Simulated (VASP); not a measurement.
# Cs (P-1) in VASP: reference runs

How does Cs come out in PBE? The cell is run as given.

Everything below comes from runs of VASP 6.6.1. Logs are shortened: lines on timing, memory, paths and dates and some standing lists are left out, and cuts for length are marked.

## Step 1: The cell of the first run

The typed cell holds 1 atom: a = 5.536 Å, b = 5.692 Å, c = 5.646 Å, α = 58.68°, β = 60.12°, γ = 58.36°.

This isn't the form of Cs at room conditions, which is bcc.

## Step 2: Single point, PBE (cell sheared at random, sigma 0.03, atoms nudged by 0.01 Å)

Contents of INCAR:

```
ALGO = Normal
EDIFF = 1E-7
ENCUT = 520
GGA = PE
ISIF = 2
ISMEAR = -1
LASPH = True
LCHARG = False
LREAL = False
LWAVE = False
NBANDS = 10
NELM = 60
PREC = Accurate
SIGMA = 0.05
```

Contents of KPOINTS:

```
k-points
0
Gamma
  6 6 6
```

Contents of POSCAR:

```
Cs
1.0
    0.0920810400      3.8522841600      3.9745477000
    4.0358804500      0.0527290300      4.0138997100
    4.0636887500      3.9194444700      0.0249207300
Cs
1
Direct
    0.0000000000      0.0000000000      0.0000000000
```

Potentials or basis: VASP PAW PBE potentials, release 64 (Cs_sv).

Command:

```
cat potpaw_PBE.64/Cs_sv/POTCAR > POTCAR
mpirun -np 1 vasp_std > vasp.out
```

OUTCAR:

```text
EDIFF = 1E-7
   ENCUT = 520
   GGA = PE
   ISIF = 2
   ISMEAR = -1
   LASPH = True
   LREAL = False
   NELM = 60
   PREC = Accurate

 ion  position               nearest neighbor table
   1  0.000  0.000  0.000-

  LATTYP: Found a triclinic cell.
 ALAT       =     9.5851286497
 B/A-ratio  =     0.5844035225
 C/A-ratio  =     0.5938699199
 COS(alpha) =     0.0056159022
 COS(beta)  =     0.2942247881
 COS(gamma) =     0.8684802831

  Lattice vectors:

 A1 = (   7.9154071200,  -3.7323948200,  -3.9102749600)
 A2 = (   3.9716077100,   0.0671603100,  -3.9496269700)
 A3 = (   4.0358804500,   0.0527290300,   4.0138997100)

Analysis of symmetry for initial positions (statically):
=====================================================================
 Subroutine PRICEL returns:
 Original cell was already a primitive cell.

 Routine SETGRP: Setting up the symmetry group for a
 triclinic supercell.

 Subroutine GETGRP returns: Found  2 space group operations
 (whereof  2 operations were pure point group operations)
 out of a pool of  2 trial point group operations.

The static configuration has the point symmetry S_2 .

Analysis of symmetry for dynamics (positions and initial velocities):
=====================================================================
 Subroutine PRICEL returns:
 Original cell was already a primitive cell.

 Routine SETGRP: Setting up the symmetry group for a
 triclinic supercell.

 Subroutine GETGRP returns: Found  2 space group operations
 (whereof  2 operations were pure point group operations)
 out of a pool of  2 trial point group operations.

The dynamic configuration has the point symmetry S_2 .

 Subroutine INISYM returns: Found  2 space group operations
 (whereof  2 operations are pure point group operations),
 and found     1 'primitive' translations

----------------------------------------------------------------------------------------

                                     Primitive cell

  volume of cell :     123.0189

  direct lattice vectors                    reciprocal lattice vectors
     0.092081040  3.852284160  3.974547700    -0.127874161  0.131773716  0.126843361
     4.035880450  0.052729030  4.013899710     0.125850687 -0.131272720  0.124318890
     4.063688750  3.919444470  0.024920730     0.123989924  0.127388483 -0.126342365

  length of vectors
     5.535846962  5.692319583  5.645904024     0.223171126  0.220286425  0.218091082

  position of ions in fractional coordinates (direct lattice)
     0.000000000  0.000000000  0.000000000

  ion indices of the primitive-cell ions
   primitive index   ion index
                 1           1

----------------------------------------------------------------------------------------

 KPOINTS: k-points

Automatic generation of k-mesh.
 Grid dimensions read from file:
 generate k-points for:    6    6    6

 Generating k-lattice:

  Cartesian coordinates                     Fractional coordinates (reciprocal lattice)
    -0.021312360  0.021962286  0.021140560     0.166666667 -0.000000000 -0.000000000
     0.020975114 -0.021878787  0.020719815     0.000000000  0.166666667  0.000000000
     0.020664987  0.021231414 -0.021057061     0.000000000  0.000000000  0.166666667

  Length of vectors
     0.037195188  0.036714404  0.036348514

  Shift w.r.t. Gamma in fractional coordinates (k-lattice)
     0.000000000  0.000000000  0.000000000

 Subroutine IBZKPT returns following result:
 ===========================================

 Found    112 irreducible k-points:

 Following reciprocal coordinates:
            Coordinates               Weight
  0.000000  0.000000  0.000000      1.000000
  0.166667  0.000000 -0.000000      2.000000
  0.333333  0.000000 -0.000000      2.000000
  0.500000  0.000000 -0.000000      1.000000
  0.000000  0.166667  0.000000      2.000000
  0.166667  0.166667 -0.000000      2.000000
[... 16 lines left out ...]
  0.333333  0.000000  0.166667      2.000000
  0.500000  0.000000  0.166667      2.000000
 [... further k-points ...]
   k-points           NKPTS =    112   k-points in BZ     NKDIM =    112   number of bands    NBANDS=     10
   number of dos      NEDOS =    301   number of ions     NIONS =      1
   total plane-waves  NPLWV =  74088
   dimension x,y,z NGX =    42 NGY =   42 NGZ =   42
   dimension x,y,z NGXF=    84 NGYF=   84 NGZF=   84
   ions per type =               1
   NGX,Y,Z   is equivalent  to a cutoff of  12.61, 12.27, 12.37 a.u.
   NGXF,Y,Z  is equivalent  to a cutoff of  25.23, 24.53, 24.73 a.u.
 SYSTEM =  unknown system
   PREC   = accura    normal or accurate (medium, high low for compatibility)
   ISTART =      0    job   : 0-new  1-cont  2-samecut
   ICHARG =      2    charge: 1-file 2-atom 10-const
   ISPIN  =      1    spin polarized calculation?
   LNONCOLLINEAR =      F non collinear calculations
   LSORBIT =      F    spin-orbit coupling
   LASPH  =      T    aspherical Exc in radial PAW
   ENCUT  =  520.0 eV  38.22 Ry    6.18 a.u.  10.29 10.58 10.50*2*pi/ulx,y,z
   NELM   =     60;   NELMIN=  2; NELMDL= -5     # of ELM steps
   EDIFF  = 0.1E-06   stopping-criterion for ELM
   LREAL  =      F    real-space projection
[... 7 lines left out ...]
   TEBEG  =    0.0;   TEEND  =   0.0 temperature during run
   PSTRESS=    0.0 pullay stress
   NELECT =       9.0000    total number of electrons
   NUPDOWN=      -1.0000    fix difference up-down
   EMIN   =  10.00;   EMAX   =-10.00  energy-range for DOS
   EFERMI =   0.00;   METHOD = LEGACY
   ISMEAR =    -1;   SIGMA  =   0.05  broadening in eV -4-tet -1-fermi 0-gaus
   EFERMI_NEDOS =   21; number of points for ismear=-14 and -15
   IALGO  =     38    algorithm
   IMIX   =      4    mixing-type and parameters
     AMIX     =   0.40;   BMIX     =  1.00
     AMIX_MAG =   1.60;   BMIX_MAG =  1.00
  volume/ion in A,a.u.               =     123.02       830.17
  Fermi-wavevector in a.u.,A,eV,Ry     =   0.684697  1.293889  6.378545  0.468810
  Thomas-Fermi vector in A             =   1.764424
   LORBIT       =      0    0 simple, 1 ext, 2 COOP (PROOUT), +10 PAW based schemes
   GGA     = PE    functional components
   LHFCALC =     F    Hartree Fock is set to
   AEXX    =    0.0000 exact exchange contribution
   IVDW    =     0    specifies the selected vdW correction
   LEPSILON=     F    determine dielectric tensor
   LRPA    =     F    only Hartree local field effects (RPA)
 non-spin polarized calculation
  energy-cutoff  :      520.00
  volume of cell :      123.02
 maximum number of plane-waves:      3331
 NGX is ok and might be reduce to    42
   NGX = 21   NGY = 21   NGZ = 21

 number of electron       9.0000001 magnetization

 Free energy of the ion-electron system (eV)
  ---------------------------------------------------
  ext. energy  EPLUGINS =         0.00000000
  ---------------------------------------------------
  free energy    TOTEN  =        -0.84557304 eV

  energy without entropy =       -0.83172110  energy(sigma->0) =       -0.83864707

 E-fermi :   0.2700     XC(G=0):  -5.2402

 val. band max:        0.2688279381   @ k =   0.5000   0.1667   0.3333
 cond. band min:       0.2916779528   @ k =   0.0000   0.5000  -0.0000
 fundamental gap:      0.0228500147
 Fermi energy:         0.2699896798

 k-point     1 :       0.0000    0.0000    0.0000
  band No.  band energies     occupation
      1     -23.6016      2.00000
      2     -10.3573      2.00000
      3     -10.3551      2.00000
      4     -10.3520      2.00000
      5      -1.3196      2.00000
      6       2.6001      0.00000
      7       2.6821      0.00000
      8       2.8243      0.00000
      9       3.6261      0.00000
     10       3.8139      0.00000

 k-point     2 :       0.1667    0.0000   -0.0000
  band No.  band energies     occupation
      1     -23.6003      2.00000
      2     -10.3817      2.00000
      3     -10.3616      2.00000
      4     -10.3589      2.00000
      5      -1.0432      2.00000
      6       2.3184      0.00000
      7       2.7011      0.00000
      8       2.8341      0.00000
      9       3.4606      0.00000
     10       3.5956      0.00000

 k-point     3 :       0.3333    0.0000   -0.0000
  band No.  band energies     occupation
      1     -23.5979      2.00000
      2     -10.4389      2.00000
      3     -10.3712      2.00000
      4     -10.3664      2.00000
      5      -0.3209      1.99999
      6       1.5944      0.00000
      7       2.5698      0.00000
      8       2.7458      0.00000
      9       3.8541      0.00000
     10       3.9079      0.00000

 k-point     4 :       0.5000    0.0000   -0.0000
  band No.  band energies     occupation
      1     -23.5967      2.00000
      2     -10.4668      2.00000
      3     -10.3761      2.00000
      4     -10.3699      2.00000
      5       0.3264      0.48925
      6       1.0606      0.00000
      7       2.4391      0.00000
      8       2.6164      0.00000
      9       4.4179      0.00000
     10       4.5055      0.00000
[... 222 lines left out ...]
 k-point    22 :       0.1667   -0.0000    0.1667
  band No.  band energies     occupation
      1     -23.6000      2.00000
      2     -10.3816      2.00000
      3     -10.3672      2.00000
      4     -10.3647      2.00000
      5      -0.9493      2.00000
      6       2.2078      0.00000
      7       2.7716      0.00000
      8       2.8568      0.00000
      9       3.1077      0.00000
     10       3.7933      0.00000

 k-point    23 :       0.3333    0.0000    0.1667
  band No.  band energies     occupation
      1     -23.5979      2.00000
      2     -10.4253      2.00000
      3     -10.3784      2.00000
      4     -10.3727      2.00000
      5      -0.3588      1.99999
      6       1.7407      0.00000
      7       2.4198      0.00000
      8       2.8283      0.00000
      9       3.3298      0.00000
     10       4.0908      0.00000

 k-point    24 :       0.5000    0.0000    0.1667
  band No.  band energies     occupation
      1     -23.5963      2.00000
      2     -10.4570      2.00000
      3     -10.3843      2.00000
      4     -10.3822      2.00000
      5       0.4561      0.04725
      6       1.1454      0.00000
      7       2.1768      0.00000
      8       2.6746      0.00000
      9       3.8536      0.00000
     10       4.5302      0.00000

 [... further k-points ...]
[... 5 lines left out ...]
  --------------------------------------------------------------------------------------
  -------------------------------------------------------------------------------------
  Total       -0.0561876     -0.0552695     -0.0534379     -0.0211092      0.0023881     -0.0119729
  in kB       -0.7317781     -0.7198202     -0.6959665     -0.2749228      0.0311016     -0.1559333
  external PRESSURE =      -0.7158549 kB  Pullay stress =       0.0000000 kB

 VOLUME and BASIS-vectors are now :
 -----------------------------------------------------------------------------
  energy-cutoff  :      520.00
  volume of cell :      123.02
      direct lattice vectors                 reciprocal lattice vectors
     0.092081040  3.852284160  3.974547700    -0.127874161  0.131773716  0.126843361
     4.035880450  0.052729030  4.013899710     0.125850687 -0.131272720  0.124318890
     4.063688750  3.919444470  0.024920730     0.123989924  0.127388483 -0.126342365

 POSITION                                       TOTAL-FORCE (eV/Angst)
 -----------------------------------------------------------------------------------
      0.00000      0.00000      0.00000         0.000000      0.000000     -0.000000
 -----------------------------------------------------------------------------------
    total drift:                                0.000000      0.000000     -0.000000

  FREE ENERGIE OF THE ION-ELECTRON SYSTEM (eV)
  ---------------------------------------------------
  free  energy   TOTEN  =        -0.8455730390 eV

  energy  without entropy=       -0.8317210966  energy(sigma->0) =       -0.83864707
```

Run time: 1.9 min. Hardware: 1 thread of Intel Xeon Platinum 8259CL at 2.50GHz (Skylake/Cascade Lake), shared host; peak memory 0.32 GiB.

What came out:

| Property | Result |
| --- | --- |
| Free energy | -0.8456 eV |
| Pressure | -0.1 GPa |
| Band gap on the k mesh | none (metal or under the smearing width) |
